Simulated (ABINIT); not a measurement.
# InP (F-43m): third-order response, part 3 of 3

Wanted: vibrational spectra of InP (F-43m) from linear and non-linear response.

ABINIT 10.8.3; DFT LDA, scalar-relativistic, plane waves, PseudoDojo norm-conserving pseudopotentials.

So far. Step 6 (Linear response at Γ): The acoustic modes at Γ come out as far as 0.4 cm⁻¹ from zero, where they should vanish, a small numerical error; the Born charges miss their sum rule by 0.0050 e, which is good. Step 7 (Zone-centre analysis): The rule moves no optical mode by more than 0.1 cm⁻¹. The relaxed cell has a = 5.823 Å (conventional setting).

The database entry behind the starting cell differs from later determinations by our own check (0.1 to 0.3 % short, probably kX units), so it need not match the best structure at ambient conditions.

## Step 8: Sum rules set otherwise (asr 0)

Without the rule the raw error of the acoustic modes shows.

The input, anaddb.abi:

```
ddb_filepath "gamma_DDB"
output_file "anaddb.abo"
outdata_prefix "anaddb"
asr 0
chneut 0
enunit 2
eivec 1
nph1l 1
qph1l 0.0 0.0 0.0 1.0
dieflag 1
nph2l 3
qph2l 
    1.0 0.0 0.0 0.0
    0.0 0.0 1.0 0.0
    1.0 1.0 1.0 0.0
nlflag 1
ramansr 1
alphon 1
prtmbm 1
```

The input, mrgddb.in:

```
gamma_DDB
merged
3
dfpt_gammao_DS2_DDB
dfpt_gammao_DS3_DDB
gso_DDB
```

The run is started by

```
$ mrgddb < mrgddb.in > mrgddb.log
$ OMP_NUM_THREADS=1 anaddb anaddb.abi > anaddb.log
```

anaddb.abo, the main output file:

```text
[banners, grids, parts of the stress and lines that vanish by symmetry left out]
-outvars_anaddb: echo values of input variables ----------------------

 Flags :
[...]
Dielectric Tensor and Effective Charges
[...]
Effective charge tensors after
[...]
1          1       -0.000000041        0.000000021        0.000000021
[...]
1          2       -0.000000000       -0.000000000        0.194364286
[...]
1          3       -0.000000000        0.194364265       -0.000000021
[...]
2          1        0.000000041       -0.000000021       -0.000000021
[...]
2          2       -0.000000000        0.000000000       -0.194364286
[...]
2          3       -0.000000000       -0.194364265        0.000000021
[...]
Phonon wavevector (reduced coordinates) :  0.00000  0.00000  0.00000
 Phonon energies in Hartree :
[...]
Phonon energies in meV     :
-  4.405708E-02  4.405710E-02  4.405715E-02  3.770707E+01  3.770707E+01
-  3.770707E+01
 Phonon frequencies in cm-1    :
-  3.553444E-01  3.553445E-01  3.553448E-01  3.041281E+02  3.041281E+02
-  3.041281E+02
 Phonon frequencies in Thz     :
-  1.065296E-02  1.065296E-02  1.065297E-02  9.117530E+00  9.117530E+00
-  9.117530E+00
 Phonon energies in Kelvin  :
-  5.112612E-01  5.112614E-01  5.112620E-01  4.375724E+02  4.375724E+02
-  4.375724E+02
[...]
-  1  0.00000000E+00  0.00000000E+00  1.93977048E-03
-     0.00000000E+00  0.00000000E+00  0.00000000E+00
-  2  0.00000000E+00  0.00000000E+00  1.93977326E-03
-     0.00000000E+00  0.00000000E+00  0.00000000E+00
[...]
-  1  0.00000000E+00  1.93977047E-03  0.00000000E+00
-     0.00000000E+00  0.00000000E+00  0.00000000E+00
-  2  0.00000000E+00  1.93977326E-03  0.00000000E+00
-     0.00000000E+00  0.00000000E+00  0.00000000E+00
[...]
-  1  1.93977048E-03  0.00000000E+00  0.00000000E+00
-     0.00000000E+00  0.00000000E+00  0.00000000E+00
-  2  1.93977326E-03  0.00000000E+00  0.00000000E+00
-     0.00000000E+00  0.00000000E+00  0.00000000E+00
[...]
-  1  0.00000000E+00  0.00000000E+00 -1.00748636E-03
-     0.00000000E+00  0.00000000E+00  0.00000000E+00
-  2  0.00000000E+00  1.96896643E-07  3.73475517E-03
-     0.00000000E+00  0.00000000E+00  0.00000000E+00
[...]
-  1  0.00000000E+00 -1.00748636E-03  0.00000000E+00
-     0.00000000E+00  0.00000000E+00  0.00000000E+00
-  2  0.00000000E+00  3.73475517E-03 -1.96898216E-07
-     0.00000000E+00  0.00000000E+00  0.00000000E+00
[...]
-  1  1.00748636E-03  0.00000000E+00  0.00000000E+00
-     0.00000000E+00  0.00000000E+00  0.00000000E+00
-  2 -3.73475518E-03  0.00000000E+00  0.00000000E+00
-     0.00000000E+00  0.00000000E+00  0.00000000E+00
[...]
-     1         -0.000000     0.000000    -0.003533     0.003533
-     2          0.000000    -0.003533    -0.000000     0.003533
-     3         -0.003533     0.000000    -0.000000     0.003533
-     4          0.000000     0.000000    -3.017429     3.017429
-     5          0.000000    -3.017429    -0.000000     3.017429
-     6          3.017429     0.000000     0.000000     3.017429
[...]
-   1     Real    0.0000E+00  0.0000E+00  9.3945E-11  0.0000E+00  0.0000E+00  0.0000E+00  9.3945E-11
[...]
-   2     Real    0.0000E+00  9.3945E-11  0.0000E+00  0.0000E+00  0.0000E+00  0.0000E+00  9.3945E-11
[...]
-   3     Real    9.3945E-11  0.0000E+00  0.0000E+00  0.0000E+00  0.0000E+00  0.0000E+00  9.3945E-11
[...]
-   4     Real    0.0000E+00  0.0000E+00  1.3624E-04  0.0000E+00  0.0000E+00  0.0000E+00  1.3624E-04
[...]
-   5     Real    0.0000E+00  1.3624E-04  0.0000E+00  0.0000E+00  0.0000E+00  0.0000E+00  1.3624E-04
[...]
-   6     Real    1.3624E-04  0.0000E+00  0.0000E+00  0.0000E+00  0.0000E+00  0.0000E+00  1.3624E-04
[...]
-         0.000000000      -0.000000010       0.000000000
-        -0.000000010      -0.000000000      -0.000000000
[...]
Phonon at Gamma, with non-analyticity in the
[...]
Phonon energies in Hartree :
[...]
Phonon energies in meV     :
-  4.405708E-02  4.405710E-02  4.610570E-02  3.770707E+01  3.770707E+01
-  4.185523E+01
 Phonon frequencies in cm-1    :
-  3.553444E-01  3.553445E-01  3.718676E-01  3.041281E+02  3.041281E+02
-  3.375852E+02
 Phonon frequencies in Thz     :
-  1.065296E-02  1.065296E-02  1.114831E-02  9.117530E+00  9.117530E+00
-  1.012055E+01
 Phonon energies in Kelvin  :
-  5.112612E-01  5.112614E-01  5.350344E-01  4.375724E+02  4.375724E+02
-  4.857098E+02
[...]
-  1  0.00000000E+00  0.00000000E+00 -1.93977048E-03
[...]
-  2  0.00000000E+00  0.00000000E+00 -1.93977326E-03
[...]
Phonon at Gamma, with non-analyticity in the
[...]
Phonon energies in Hartree :
[...]
Phonon energies in meV     :
-  4.405710E-02  4.405715E-02  4.610564E-02  3.770707E+01  3.770707E+01
-  4.185523E+01
 Phonon frequencies in cm-1    :
-  3.553445E-01  3.553448E-01  3.718671E-01  3.041281E+02  3.041281E+02
-  3.375852E+02
 Phonon frequencies in Thz     :
-  1.065296E-02  1.065297E-02  1.114829E-02  9.117530E+00  9.117530E+00
-  1.012055E+01
 Phonon energies in Kelvin  :
-  5.112614E-01  5.112620E-01  5.350338E-01  4.375724E+02  4.375724E+02
-  4.857098E+02
[...]
Phonon at Gamma, with non-analyticity in the
[...]
Phonon energies in Hartree :
[...]
Phonon energies in meV     :
-  4.405709E-02  4.405713E-02  4.610567E-02  3.770707E+01  3.770707E+01
-  4.185523E+01
 Phonon frequencies in cm-1    :
-  3.553444E-01  3.553447E-01  3.718673E-01  3.041281E+02  3.041281E+02
-  3.375852E+02
 Phonon frequencies in Thz     :
-  1.065296E-02  1.065297E-02  1.114830E-02  9.117530E+00  9.117530E+00
-  1.012055E+01
 Phonon energies in Kelvin  :
-  5.112613E-01  5.112618E-01  5.350340E-01  4.375724E+02  4.375724E+02
-  4.857098E+02
[...]
-  1  1.57215495E-03 -9.52141048E-04 -6.20053024E-04
[...]
-  2  1.57215721E-03 -9.52142410E-04 -6.20053909E-04
[...]
-  1  1.12003715E-03  1.12001252E-03  1.12000431E-03
[...]
-  2  1.11961043E-03  1.11958581E-03  1.11957759E-03
[...]
-  1  1.39662771E-04  6.32226388E-04 -7.71889159E-04
[...]
-  2 -5.17730341E-04 -2.34366525E-03  2.86139559E-03
[...]
-  1  8.10666489E-04 -5.26284752E-04 -2.84381737E-04
[...]
-  2 -3.00514328E-03  1.95093927E-03  1.05420401E-03
[...]
-        -0.000002646      -0.000000000      -0.000002646
-        -0.000002646      -0.000002646      -0.000000000
[...]
-        -0.000000000      -0.012888427       0.010556445
-        -0.012888427       0.000000000       0.002331983
-         0.010556445       0.002331983      -0.000000003
[...]
-        -0.000000003      -0.004748392      -0.008787508
-        -0.004748392      -0.000000000       0.013535901
-        -0.008787508       0.013535901      -0.000000001
[...]
Direction                     Dielectric constant
[...]
0.00000   0.00000   1.00000     14.20821658
   1.00000   1.00000   1.00000     14.20821658
-
```

Elapsed: 0.77 s, on 1 thread of Arm Neoverse V1, shared host.

Zone-centre frequencies as printed; negative means imaginary. Modes:

| mode | frequency (cm⁻¹) |
| --- | --- |
| 1 | 0.36 |
| 2 | 0.36 |
| 3 | 0.36 |
| 4 | 304.1 |
| 5 | 304.1 |
| 6 | 304.1 |

## Step 9: Results

| Quantity | Value |
| --- | --- |
| space group after relaxation | F-43m |
| volume per atom | 24.7 Å³ |
| highest optical zone-centre mode (no LO-TO term) | 304.1 cm⁻¹ |
| highest mode moved by the LO-TO term | 337.6 cm⁻¹ |
| mean high-frequency dielectric constant | 11.5 |
| largest Born charge in size (third of the trace) | 2.46 e |
| mean static dielectric constant | 14.2 |
| imaginary optical modes at the zone centre (no q mesh in this session) | none |

The largest Raman activity of InP (F-43m) lies at 304 cm⁻¹ and the strongest infrared line at 304 cm⁻¹ (transverse modes). At the LDA level the optical modes of InP (F-43m) at the zone centre (no LO-TO term) lie at 304 cm⁻¹. The base run prints -0.58 GPa, mostly the error of a finite basis; the relaxation, with a smoothed and higher cutoff, had brought the cell to rest. Along the directions run, the highest mode that the macroscopic field moves lies at 338 cm⁻¹. Lattice motion raises the mean dielectric constant from 11.53 to 14.21. The Raman intensities rest on static tensors of the transverse modes; green light lies near or above this gap, where resonance changes them. The Born charge of In is 2.457 e against a formal charge of +3, somewhat under it. The Lyddane-Sachs-Teller relation holds: (ωLO/ωTO)² is 1.23 and ε₀/ε∞ is 1.23. These are harmonic frequencies at zero temperature: anharmonic shifts and linewidths and thermal expansion are left out.

Computed beside measured:

```
                   quantity  measured  LDA PseudoDojo norm-conserving, ABINIT
Raman mode, TO, bulk (cm⁻¹)       306                            304 (-0.6 %)
```

Measured values from pmc:7414113 (2020).

How well it matches: The Raman mode is off by -0.6 %: good agreement. The grades are ours: good and fair within 3 and 7 % for the Raman mode. Zero-point motion and thermal expansion are not in the computed Raman mode.

[Host names and launcher messages were left out of these logs when they were recorded.]

[Logs are printed without paths, hosts, clocks, repeated set-up lines and the standing remarks that a program may print on its own settings, such as how far it seeks lower states.]

[Hosts, paths, dates, database ids (printed as entryN), source tags and the programs' standing remarks are cut or masked in the printed files.]
